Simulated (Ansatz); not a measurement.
# CoO (Pm-3m) in Ansatz: notebook

Runs on CoO. Level: LDA. Tasks: single point.

Program: Ansatz 0.2.0. These are calculated values, not measurements. Logs are shortened: lines on timing, memory, paths and dates and some standing lists are left out, and cuts for length are marked.

## Step 1: The structure

The structure is cubic, space group Pm-3m (No. 221). Conventional cell: a = 2.571 Å, b = 2.571 Å, c = 2.571 Å, α = 90.00°, β = 90.00°, γ = 90.00°. Co (site symmetry m-3m) has 8 O at 2.23 Å as nearest neighbours. Around O (site symmetry m-3m) lie 8 Co at 2.23 Å.

Measurements of this composition are mostly on another form, of space group No. 225.

## Step 2: Single point, LDA, collinear spin, random start

input.yaml

```yaml
crystal:
  lattice:
    - [2.57052631, 0.0, 0.0]
    - [0.0, 2.57052631, 0.0]
    - [0.0, 0.0, 2.57052631]
  atoms:
    - { symbol: Co, position: [0.0, 0.0, 0.0], spin: 0.49 }
    - { symbol: O, position: [0.5, 0.5, 0.5] }
hamiltonian:
  xc: lda
  pseudopotentials: { kind: paw }
magnetization:
  spin_polarized: true
kpoints:
  mp_grid: { grid: [7, 7, 7] }
scf:
  occupations: { method: gaussian, width: 0.05 }
output:
  forces: true
  stress: true
  eigenvalues: true
```

Potentials or basis: Ansatz PAW.

The run is started by

```bash
> ansatz run input.yaml --threads 2 --pin off --max-ram 5632MiB --backend cpu --events-out ev --progress --plain --runs-dir out
```

The log of the run:

```text
Warning: RAYON_NUM_THREADS=2 ignored (pool sized by the plan → 2); use --threads N
Engine: ansatz 0.2.0, x86_64-unknown-linux-gnu
Pseudopotentials: kind: paw
Pseudopotential: Co, paw, valence charge 17, recommended cutoff 420 eV (normal), Co.paw.azcp
Pseudopotential: O, paw, valence charge 6, recommended cutoff 420 eV (normal), O.paw.azcp
Functional definition: SPW92
  exchange = slater_x
  correlation = pw_c
Crystal: 2 atoms, lattice volume = 16.985 Å³
Basis set: ecut = 420 eV, 341 PW (Γ)
Bands: 16, of which v1, the nominal top of the filled ones, is band 12 counted from 1 (11 counted from 0)
Symmetry: 48 space group operations
Space group: Pm-3m (ITA 221), of the structure as read, at distance tolerance 2.6e-5 Å
Magnetic group: BNS 221.92 (UNI 1594), of the structure as read, at distance tolerance 2.6e-5 Å
k-points: 20 of 343
Non-local potential: Co, projectors of the file, l = 0: 3, l = 1: 2, l = 2: 3, l = 3: 1
Non-local potential: O, projectors of the file, l = 0: 2, l = 1: 2, l = 2: 1
PAW form: soft (Blöchl's): semilocal exchange-correlation on the pseudo side does not see the compensation charge
PAW frozen core: Co, regenerated for the run's functional, and the local potential with it (the file was generated under x = pbe(κ = 0.804, μ = 0.2195149727645171), c = pbe(β = 0.06672455060314922))
PAW frozen core: O, regenerated for the run's functional, and the local potential with it (the file was generated under x = pbe(κ = 0.804, μ = 0.2195149727645171), c = pbe(β = 0.06672455060314922))
PAW one-centre angular grid: Co, 590 points (default); XC on 64 Gauss nodes
PAW one-centre angular grid: O, 110 points (default); XC on 64 Gauss nodes
Initial density: superposition of atomic densities (chi_scale 0.1, normalization cell, long waves kept (reshape's long-wave potential 0.00 eV rms))
Starting moments: Σ|m| = 0.49 μB on 1 of 2 sites
Initial wavefunctions: pseudopotential atomic-orbital guess
Functional: x = slater, c = lda
SCF iter   1: F=—  HF=-5614.296914 eV  |F-HF|=—  |Δ(HF+E_count)|=         —  Δρ=1.92e-1 (↑1.92e-1 ↓9.19e-2)  dr2=1.05e1  dr2_m=8.43e-1  M=1.026 μB ∫|m|=1.028 μB  β_m=0.30  ethr=3.10e-3  ⟨swp⟩=4.8  Hψ=2827  notcnv=0
Mixer restart at iter 1: flushing history
preconditioner: auto → none  [insulator: Δε(μ)=0.154 eV  Ē_g=11.641 eV  σ=0.050 eV  W_gap=0.78  n_scr=6 (ndim 8)  ℏωp=34.9 eV  f_vac=0.000  D(μ)=1.74/eV (n_scr^D=26)  ε∞_Penn≈10.0]
SCF iter   2: F=—  HF=-5617.628812 eV  |F-HF|=—  |Δ(HF+E_count)|=    3.33e0  Δρ=3.34e-1 (↑2.05e-1 ↓3.34e-1)  dr2=4.40e0  dr2_m=1.05e1  M=3.000 μB ∫|m|=3.000 μB  β_m=0.27  ethr=3.10e-3  ⟨swp⟩=3.0  Hψ=1727  notcnv=0  defer=12
SCF iter   3: F=—  HF=-5616.151395 eV  |F-HF|=—  |Δ(HF+E_count)|=         —  Δρ=2.27e-1 (↑2.01e-1 ↓2.27e-1)  dr2=2.15e-1  dr2_m=7.03e0  M=2.999 μB ∫|m|=2.999 μB  β_m=0.27  ethr=3.10e-3  ⟨swp⟩=3.1  Hψ=1400  notcnv=0  defer=27
Mixer restart at iter 3: flushing history
SCF iter   4: F=—  HF=-5615.453178 eV  |F-HF|=—  |Δ(HF+E_count)|=         —  Δρ=9.05e-2 (↑9.05e-2 ↓6.43e-2)  dr2=6.64e-1  dr2_m=8.04e-1  M=2.200 μB ∫|m|=2.205 μB  β_m=0.27  ethr=9.36e-4  ⟨swp⟩=2.4  Hψ=1215  notcnv=0  defer=27
Mixer restart at iter 4: flushing history
SCF iter   5: F=—  HF=-5615.556661 eV  |F-HF|=—  |Δ(HF+E_count)|=   1.03e-1  Δρ=8.22e-2 (↑6.64e-2 ↓8.22e-2)  dr2=1.84e-2  dr2_m=8.48e-1  M=2.418 μB ∫|m|=2.424 μB  β_m=0.53  ethr=9.36e-4  ⟨swp⟩=3.1  Hψ=1180  notcnv=0  defer=27
SCF iter   6: F=—  HF=-5615.712220 eV  |F-HF|=—  |Δ(HF+E_count)|=   1.56e-1  Δρ=5.82e-2 (↑5.82e-2 ↓5.14e-2)  dr2=1.54e-2  dr2_m=4.63e-1  M=2.614 μB ∫|m|=2.622 μB  β_m=0.53  ethr=7.99e-5  ⟨swp⟩=2.4  Hψ=1556  notcnv=0  defer=25
SCF iter   7: F=—  HF=-5615.887539 eV  |F-HF|=—  |Δ(HF+E_count)|=   1.75e-1  Δρ=4.61e-2 (↑9.96e-3 ↓4.61e-2)  dr2=1.48e-1  dr2_m=1.04e-1  M=3.000 μB ∫|m|=3.013 μB  β_m=0.58  ethr=6.69e-5  ⟨swp⟩=3.3  Hψ=1464  notcnv=0  defer=25
SCF iter   8: F=—  HF=-5615.799081 eV  |F-HF|=—  |Δ(HF+E_count)|=   8.85e-2  Δρ=1.88e-2 (↑1.86e-2 ↓1.88e-2)  dr2=3.35e-3  dr2_m=5.28e-2  M=3.000 μB ∫|m|=3.021 μB  β_m=0.60  ethr=6.69e-5  ⟨swp⟩=2.3  Hψ=1405  notcnv=0  defer=27
SCF iter   9: F=—  HF=-5615.818823 eV  |F-HF|=—  |Δ(HF+E_count)|=   1.97e-2  Δρ=7.60e-3 (↑7.48e-3 ↓7.60e-3)  dr2=5.81e-4  dr2_m=8.76e-3  M=3.000 μB ∫|m|=3.017 μB  β_m=0.72  ethr=1.46e-5  ⟨swp⟩=2.1  Hψ=1293  notcnv=0  defer=28
SCF iter  10: F=—  HF=-5615.818926 eV  |F-HF|=—  |Δ(HF+E_count)|=   1.04e-4  Δρ=3.82e-3 (↑3.82e-3 ↓3.81e-3)  dr2=3.82e-5  dr2_m=2.25e-3  M=3.000 μB ∫|m|=3.018 μB  β_m=0.86  ethr=2.53e-6  ⟨swp⟩=2.0  Hψ=809  notcnv=0  defer=28
SCF iter  11: F=—  HF=-5615.818842 eV  |F-HF|=—  |Δ(HF+E_count)|=   8.40e-5  Δρ=7.07e-4 (↑6.10e-4 ↓7.07e-4)  dr2=2.09e-6  dr2_m=6.73e-5  M=3.000 μB ∫|m|=3.019 μB  β_m=0.93  ethr=1.66e-7  ⟨swp⟩=2.0  Hψ=993  notcnv=0  defer=28
SCF iter  12: F=—  HF=-5615.818841 eV  |F-HF|=—  |Δ(HF+E_count)|=   1.72e-6  Δρ=2.30e-4 (↑2.30e-4 ↓2.24e-4)  dr2=1.36e-8  dr2_m=8.01e-6  M=3.000 μB ∫|m|=3.019 μB  β_m=0.95  ethr=9.07e-9  ⟨swp⟩=2.0  Hψ=971  notcnv=0  defer=28
SCF iter  13: F=—  HF=-5615.818840 eV  |F-HF|=—  |Δ(HF+E_count)|=   6.27e-7  Δρ=7.46e-5 (↑7.37e-5 ↓7.46e-5)  dr2=5.29e-8  dr2_m=8.44e-7  M=3.000 μB ∫|m|=3.019 μB  β_m=0.97  ethr=5.91e-11  ⟨swp⟩=3.0  Hψ=1258  notcnv=0  defer=28
SCF iter  14: F=—  HF=-5615.818840 eV  |F-HF|=—  |Δ(HF+E_count)|=   5.49e-8  Δρ=1.47e-5 (↑1.47e-5 ↓1.42e-5)  dr2=1.24e-9  dr2_m=3.22e-8  M=3.000 μB ∫|m|=3.019 μB  β_m=0.92  ethr=5.91e-11  ⟨swp⟩=2.0  Hψ=969  notcnv=0  defer=28
SCF iter  15: F=-5615.818840 eV  HF=-5615.818840 eV  |F-HF|=1.23e-10  |Δ(HF+E_count)|=   2.56e-9  Δρ=1.89e-6 (↑1.89e-6 ↓1.17e-6)  dr2=1.78e-10  dr2_m=3.22e-10  M=3.000 μB ∫|m|=3.019 μB  ethr=5.38e-12  ⟨swp⟩=3.1  Hψ=2133  notcnv=0
SCF 1 converged in 15 iterations: F = -5615.818840 eV  dr2 = 1.78e-10
SCF converged after 15 iterations
Magnetization: 3.0000 μB (13.0000 up, 10.0000 down)
Absolute magnetization: 3.0187 μB (∫|ρ↑−ρ↓|, with the PAW one-centre terms)
Spin contamination: 0.0073 ħ² per cell (⟨S²⟩ above its minimum at these occupations)
Per-site moments (μB) at R_I (Å): [(2.4476361287415442, 0.9182831977919625), (0.5010058659850742, 0.9182831977919625)]
Free energy (F): -5615.818840 eV
Harris-Foulkes:  -5615.818840 eV  (|F-HF|=1.23e-10)
Internal energy: -5615.815230 eV  (E = F + TS)
E sigma→0 (E₀):  -5615.817035 eV
Entropy (-TS):   -0.003610 eV (-1.805 meV/atom)
Fermi energy:    15.716661 eV
--- Per-component energies (eV) ---
  E_band       = -258.726210
  E_kinetic    = 619.371864
  E_local      = -3194.981108  (includes V_loc(G=0)·N_el)
  E_nonlocal   = 519.063834
  E_hartree    = 1310.039507
  E_xc         = -227.006281
  E_vxc        = -293.778383  (∫ρ·V_xc dr)
  E_paw        = -1601.822005  (= ΣΔE_a)
  E_vpaw       = -528.484726  (= ΣTr[D̂ρ^β])
  E_aug_tail   = 0.002500  (compensation charges beyond the density's cutoff)
  E_ewald      = -3040.998713
  E_core_change = 0.515172  (= ΣΔE_core)
  E_smearing   = -0.003610  (= −TS)
  E_closure    = -0.000000  (closes the sum)
  Σ components = -5615.818840   (vs F -5615.818840, Δ=0.00e0)
--- Forces (eV/Å), atoms counted from 1 ---
  atom   1  Co    -0.00000000     0.00000000     0.00000000
  atom   2  O      0.00000000    -0.00000000     0.00000000
  max |Σ_I F_I| component: 1.95e-29 eV/Å
--- Stress (GPa, compression-positive) ---
       -8.539011       0.000000       0.000000
        0.000000      -8.539011       0.000000
        0.000000       0.000000      -8.539011
  P = ⅓ Tr σ = -8.5390 GPa (-85.390 kbar)
--- Band table (eV; the first three rows and the last of 40) ---
  k-point 0 ↑: bands = ["-80.3512", "-43.9594", "-43.9594", "-43.9594", "-4.8639", "11.3150", "11.3150", "12.7304", "12.7304", "12.7304", "13.4867", "13.4867", "13.4867", "16.7850", "31.3582", "31.3582"]
  k-point 1 ↑: bands = ["-80.3488", "-43.9830", "-43.9574", "-43.9574", "-4.6321", "10.3920", "11.3841", "12.1286", "12.1286", "12.6041", "13.5027", "14.1551", "14.1551", "17.9384", "30.1878", "31.4551"]
  k-point 2 ↑: bands = ["-80.3435", "-44.0358", "-43.9529", "-43.9529", "-4.0485", "8.2631", "11.4583", "11.4583", "11.5430", "13.3594", "13.5391", "14.9945", "14.9945", "19.7699", "27.5825", "31.7307"]
  k-point 19 ↓: bands = ["-77.4395", "-41.2711", "-41.2703", "-41.2703", "-0.8637", "9.3106", "9.3106", "9.5258", "16.4415", "16.4415", "17.1279", "17.7688", "17.7688", "23.0285", "23.7341", "23.7341"]
```

Wall time 1.4 s (2 threads of Intel Xeon Platinum 8259CL at 2.50GHz (Skylake/Cascade Lake), shared host); peak memory 0.34 GiB.

What came out:

- Free energy: -5615.8188 eV
- Pressure: -8.5 GPa
- Band gap on the k mesh: none (metal or under the smearing width)
- Net moment: 3.00 μB per cell
- Absolute moment: 3.02 μB per cell
- Site moments: Co +2.45; O +0.50 μB

Caveat: the pressure holds a Pulay correction of +1.1 GPa for the finite cutoff; a cell with one magnetic atom can't hold antiferromagnetic order, which such compounds often take; semilocal functionals often make such compounds metallic where correlation or magnetic order opens a gap, which also shifts bond lengths; the PAW data sets come from PBE, with cores solved anew for the run's functional, which leaves a small shift of forces and pressure. With open d or f shells a metallic result of LDA can be an artefact of self-interaction; +U or a hybrid may open a gap.

## Step 3: Single point, LDA, collinear spin, ferromagnetic start

input.yaml, as its differences from that of step 2:

```diff
@@ -6,3 +6,3 @@
   atoms:
-    - { symbol: Co, position: [0.0, 0.0, 0.0], spin: 0.49 }
+    - { symbol: Co, position: [0.0, 0.0, 0.0], spin: 2.0 }
     - { symbol: O, position: [0.5, 0.5, 0.5] }
@@ -21 +21,5 @@
   eigenvalues: true
+  write_density: true
+  write_potential: true
+  elf: true
+  volumetric_format: npy
```

Potentials or basis: Ansatz PAW.

The run is started by

```bash
> ansatz run input.yaml --threads 2 --pin off --max-ram 5632MiB --backend cpu --events-out ev --progress --plain --runs-dir out
```

The log of the run:

```text
Warning: RAYON_NUM_THREADS=2 ignored (pool sized by the plan → 2); use --threads N
Engine: ansatz 0.2.0, x86_64-unknown-linux-gnu
Pseudopotentials: kind: paw
Pseudopotential: Co, paw, valence charge 17, recommended cutoff 420 eV (normal), Co.paw.azcp
Pseudopotential: O, paw, valence charge 6, recommended cutoff 420 eV (normal), O.paw.azcp
Functional definition: SPW92
  exchange = slater_x
  correlation = pw_c
Crystal: 2 atoms, lattice volume = 16.985 Å³
Basis set: ecut = 420 eV, 341 PW (Γ)
Bands: 17, of which v1, the nominal top of the filled ones, is band 12 counted from 1 (11 counted from 0)
Symmetry: 48 space group operations
Space group: Pm-3m (ITA 221), of the structure as read, at distance tolerance 2.6e-5 Å
[... 50 lines left out ...]
  E_band       = -258.726256
  E_kinetic    = 619.371875
  E_local      = -3194.981249  (includes V_loc(G=0)·N_el)
  E_nonlocal   = 519.063871
  E_hartree    = 1310.039607
  E_xc         = -227.006278
  E_vxc        = -293.778378  (∫ρ·V_xc dr)
  E_paw        = -1601.822016  (= ΣΔE_a)
  E_vpaw       = -528.484738  (= ΣTr[D̂ρ^β])
  E_aug_tail   = 0.002500  (compensation charges beyond the density's cutoff)
  E_ewald      = -3040.998713
  E_core_change = 0.515172  (= ΣΔE_core)
  E_smearing   = -0.003610  (= −TS)
  E_closure    = -0.000000  (closes the sum)
  Σ components = -5615.818840   (vs F -5615.818840, Δ=0.00e0)
--- Forces (eV/Å), atoms counted from 1 ---
  atom   1  Co    -0.00000000    -0.00000000    -0.00000000
  atom   2  O      0.00000000    -0.00000000     0.00000000
  max |Σ_I F_I| component: 1.76e-29 eV/Å
--- Stress (GPa, compression-positive) ---
       -8.539009       0.000000       0.000000
        0.000000      -8.539009       0.000000
        0.000000       0.000000      -8.539009
  P = ⅓ Tr σ = -8.5390 GPa (-85.390 kbar)
--- Band table (eV; the first three rows and the last of 40) ---
  k-point 0 ↑: bands = ["-80.3512", "-43.9594", "-43.9594", "-43.9594", "-4.8639", "11.3150", "11.3150", "12.7304", "12.7304", "12.7304", "13.4867", "13.4867", "13.4867", "16.7850", "31.3582", "31.3582", "36.1064"]
  k-point 1 ↑: bands = ["-80.3488", "-43.9829", "-43.9574", "-43.9574", "-4.6321", "10.3920", "11.3841", "12.1286", "12.1286", "12.6041", "13.5027", "14.1551", "14.1551", "17.9384", "30.1878", "31.4551", "35.7161"]
  k-point 2 ↑: bands = ["-80.3435", "-44.0358", "-43.9529", "-43.9529", "-4.0485", "8.2631", "11.4583", "11.4583", "11.5430", "13.3594", "13.5391", "14.9945", "14.9945", "19.7699", "27.5825", "31.7307", "34.6674"]
  k-point 19 ↓: bands = ["-77.4395", "-41.2711", "-41.2703", "-41.2703", "-0.8637", "9.3106", "9.3106", "9.5258", "16.4415", "16.4415", "17.1279", "17.7688", "17.7688", "23.0285", "23.7341", "23.7341", "33.2226"]
```

rho_z.tsv:

```text
# z_ang	rho[e/angstrom^3]	rho_spin[e/angstrom^3]
# format = ansatz-planar-average/11
# lattice	2.570526310	0.000000000	0.000000000
# lattice	0.000000000	2.570526310	0.000000000
# lattice	0.000000000	0.000000000	2.570526310
# sites	2
# site	27	0.000000000	0.000000000	0.000000000
# site	8	1.285263155	1.285263155	1.285263155
0.000000	3.447258e0	5.475022e-1
0.142807	2.943228e0	4.676872e-1
0.285614	1.926076e0	2.999515e-1
0.428421	1.117812e0	1.600555e-1
0.571228	7.120181e-1	8.321911e-2
0.714035	6.045465e-1	5.141257e-2
[... 10 lines left out ...]
2.284912	1.926076e0	2.999515e-1
2.427719	2.943228e0	4.676872e-1
```

Run time: 1.8 s. Hardware: 2 threads of Intel Xeon Platinum 8259CL at 2.50GHz (Skylake/Cascade Lake), shared host; peak memory 0.32 GiB.

What came out:

* Free energy: -5615.8188 eV
* Pressure: -8.5 GPa
* Band gap on the k mesh: none (metal or under the smearing width)
* Net moment: 3.00 μB per cell
* Absolute moment: 3.02 μB per cell
* Site moments: Co +2.45; O +0.50 μB

Caveat: the pressure holds a Pulay correction of +1.1 GPa for the finite cutoff; a cell with one magnetic atom can't hold antiferromagnetic order, which such compounds often take; semilocal functionals often make such compounds metallic where correlation or magnetic order opens a gap, which also shifts bond lengths; the PAW data sets come from PBE, with cores solved anew for the run's functional, which leaves a small shift of forces and pressure.
